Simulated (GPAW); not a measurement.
# CdSe (Cadmoselite): single point with PBE

**What was measured.**

A printed reference work, data compilation reports, for a bulk crystal of CdSe at 2 K: band gap 1.841 eV.

CdSe (Cadmoselite):

```xyz
4
Lattice="4.3000 0.0000 0.0000 -2.1500 3.7239 0.0000 0.0000 0.0000 7.0200" Properties=species:S:1:pos:R:3 pbc="T T T"
Cd    2.1500    1.2413    3.5100
Cd    0.0000    2.4826    0.0000
Se    2.1500    1.2413    6.2127
Se    0.0000    2.4826    2.7027
```

```
Program             : GPAW 26.7.0
Task                : single point
Functional          : PBE
Potentials or basis : GPAW PAW data sets (gpaw-data 1.2.1)
Cutoff              : 450 eV
Basis               : pw
k mesh              : 6 × 6 × 3
Occupations         : fermi-dirac, width 0.05 eV
Spin                : no spin polarisation
```

```json
{"Pressure": "2.0 GPa", "Largest force": "0.284 eV/Å", "Band gap on the k mesh": "0.70 eV, direct"}
```

Forces in eV/Å, atoms in the order of the input:
```
Cd   0.000  0.000  0.279
Cd   0.000  0.000  0.284
Se   0.000  0.000 -0.279
Se   0.000  0.000 -0.284
```

Stress tensor (GPa, compression positive):
```
2.70 0.00 0.00
0.00 2.70 0.00
0.00 0.00 0.71
```

Levels at points of the mesh, in eV from the valence-band top:
| k point | band 16 | band 17 | band 18 | band 19 | band 20 | band 21 |
| --- | --- | --- | --- | --- | --- | --- |
| (0.00, 0.00, 0.00) | -0.01 | 0.00 | 0.00 | 0.70 | 2.11 | 5.86 |
| (0.50, 0.50, 0.00) | -1.87 | -1.24 | -0.84 | 3.22 | 3.31 | 4.80 |

Run time: 26 s on 1 thread of Arm Neoverse V1, on a shared host, peak memory 0.18 GiB.

Against the measured gap of CdSe, 1.841 eV (2 K; a printed reference work, data compilation), the calculated 0.70 eV is off by -1.15 eV. So large a miss can be the level of theory's own, or it may mean another phase, state or a wrong row. Spin-orbit coupling on Cd, Se is left out. The value is that of PBE, without temperature or zero-point motion. Semilocal functionals fall short of measured gaps as a rule.

Caveat: the cutoff is short for stress and forces, so pressures can be off by a GPa or more.
